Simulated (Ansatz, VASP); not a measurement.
One calculation of BiTe, two programs

Contents of INCAR:

```
PREC = Accurate ; ENCUT = 520
EDIFF = 1E-6 ; ISMEAR = 0
SIGMA = 0.15 ; LREAL = F
LASPH = T ; NELM = 100
ALGO = Fast ; ISIF = 2
LWAVE = F ; LCHARG = T
LELF = T ; LVHAR = T
NBANDS = 18
```

KPOINTS

```
Automatic mesh
0
Gamma
  14 14 14
```

The input POSCAR:

```
BiTe
1.0
    0.0000000000      3.2350000000      3.2350000000
    3.2350000000      0.0000000000      3.2350000000
    3.2350000000      3.2350000000      0.0000000000
Bi Te
1 1
Direct
    0.0000000000      0.0000000000      0.0000000000
    0.5000000000      0.5000000000      0.5000000000
```

Input for Ansatz:

```yaml
crystal:
  lattice:
    - [0.0, 3.235, 3.235]
    - [3.235, 0.0, 3.235]
    - [3.235, 3.235, 0.0]
  atoms:
    - { symbol: Bi, position: [0.0, 0.0, 0.0] }
    - { symbol: Te, position: [0.5, 0.5, 0.5] }
basis:
  ecutwfc: 420
kpoints:
  mp_grid: { grid: [14, 14, 14] }
hamiltonian:
  xc: lda
scf:
  occupations: { method: gaussian, width: 0.15 }
output:
  forces: true
  stress: true
  eigenvalues: true
```

Alike in both runs: task single point; functional LDA; k mesh 14 × 14 × 14; occupations gaussian, width 0.15 eV; no spin polarisation.

|  | VASP | Ansatz |
| --- | --- | --- |
| version | VASP 6.6.1 | Ansatz 0.2.0 |
| potentials or method | VASP PAW LDA potentials, release 64 (Bi_d, Te) | scalar-relativistic, plane waves, PAW |
| plane-wave cutoff (eV) | 520 | 420 |
| valence electrons in the cell | 21 | 31 |

```tsv
	VASP	Ansatz	Ansatz less VASP
gap on the k mesh at the Fermi level (eV)	none	none	-
pressure (GPa)	-2.8	-2.8	-0.06
```

A gap of «none» marks a metal or a gap that the smearing closes. The two sets of potentials don't hold the same shells in valence.

Caveats: spin-orbit coupling is left out, which moves the levels of the heavy elements.
